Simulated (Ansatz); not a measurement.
# CsSnI3: enthalpy under pressure, worked through

Theory: DFT PBE, scalar-relativistic, plane waves, PAW in Ansatz. Run with 420 eV cutoff, 6×6×6 k-mesh, Gaussian smearing of 0.02 eV, no spin polarisation.

The relaxed crystal:

```yaml
crystal:
  lattice:
    - [6.28317, 0.00000, 0.00000]
    - [0.00000, 6.28317, 0.00000]
    - [0.00000, 0.00000, 6.28317]
  atoms:
    - { symbol: Cs, position: [0.00000, 0.00000, 0.00000] }
    - { symbol: Sn, position: [0.50000, 0.50000, 0.50000] }
    - { symbol: I, position: [0.00000, 0.50000, 0.50000] }
    - { symbol: I, position: [0.50000, 0.00000, 0.50000] }
    - { symbol: I, position: [0.50000, 0.50000, 0.00000] }
```

Cell and atoms were relaxed at each target pressure within the start's symmetry (Pm-3m), at zero temperature; other phases can be more stable under pressure. H = E + PV with P the target; E is the free energy at the smearing used, whose derivative the pressure is, per atom and counted from zero pressure. The mesh named is that at zero pressure; some other pressures ran on another.

Spin-orbit coupling is left out, which matters for the bands and energies of heavy elements.

| P (GPa) | V (Å³/atom) | E − E0 (meV) | H − H0 (meV) |
| --- | --- | --- | --- |
| 0 | 49.610 | 0.0 | 0.0 |
| 1 | 46.844 | 8.7 | 301.0 |
| 4 | 41.699 | 84.9 | 1125.9 |
| 12 | 35.050 | 394.4 | 3019.6 |
| 25 | 29.949 | 948.0 | 5621.2 |
| 50 | 25.300 | 1990.3 | 9885.8 |
| 90 | 21.584 | 3564.7 | 15689.1 |

Task: Thermodynamics gives dH/dP = V along a relaxed path. Integrate V over P by the trapezoid rule and compare with the computed enthalpies.

Result: With 1 eV/Å³ = 160.22 GPa, each step adds the mean volume times ΔP / 160.22:
| P (GPa) | ∫V dP (meV) | H − H0 (meV) | difference (meV) |
| --- | --- | --- | --- |
| 1 | 301.0 | 301.0 | 0.0 |
| 4 | 1130.0 | 1125.9 | 4.0 |
| 12 | 3046.1 | 3019.6 | 26.5 |
| 25 | 5683.1 | 5621.2 | 61.9 |
| 50 | 9993.5 | 9885.8 | 107.7 |
| 90 | 15846.1 | 15689.1 | 156.9 |

V(P) curves upward, so the trapezoid rule runs high; integrating a smooth curve through the same points puts that excess at about 147.5 meV at 90 GPa, against the 156.9 meV found. What is left comes from the shape of V(P) between points this far apart, and from the mesh, the smearing and the stress tolerance.

Task: At 90 GPa, how much of the enthalpy change is stored energy and how much is the PV term?

Result: E rises by 3565 meV/atom and PV is 90 × 21.584 / 160.22 = 12124 meV/atom, so PV makes 77 % of ΔH. So between rival structures at high pressure a small difference in volume can outweigh the difference in energy: 1 % of this volume is worth 121.2 meV/atom at this pressure.

Task: What bulk modulus do the lowest pressures give?

Result: From the pressures that the runs reached, -0.94 GPa (53.384 Å³) and 1.04 GPa (46.844 Å³), B = −ΔP/Δln V = 1.98 / 0.1307 = 15 GPa, a mean over that range. Where layers or molecules are held by dispersion forces, this functional describes the zero-pressure volume and B poorly.

Task: The gap is 0.757 eV at -0.94 GPa and 0.222 eV at 1.04 GPa. What pressure coefficient and volume deformation potential follow?

Result: dE_g/dP = -270.0 meV/GPa, and a_V = dE_g/d ln V = −B dE_g/dP = 4.09 eV. A gap that closes or barely moves under pressure is usual where the conduction edge lies away from the zone centre, has d character, or where the bands broaden faster than they shift. If the edges move to other points of the zone within the range, this is a mean of two slopes. Gaps are Kohn–Sham gaps over the whole zone.

Symmetry holds off the tilts and polar distortions that many cubic perovskites undergo.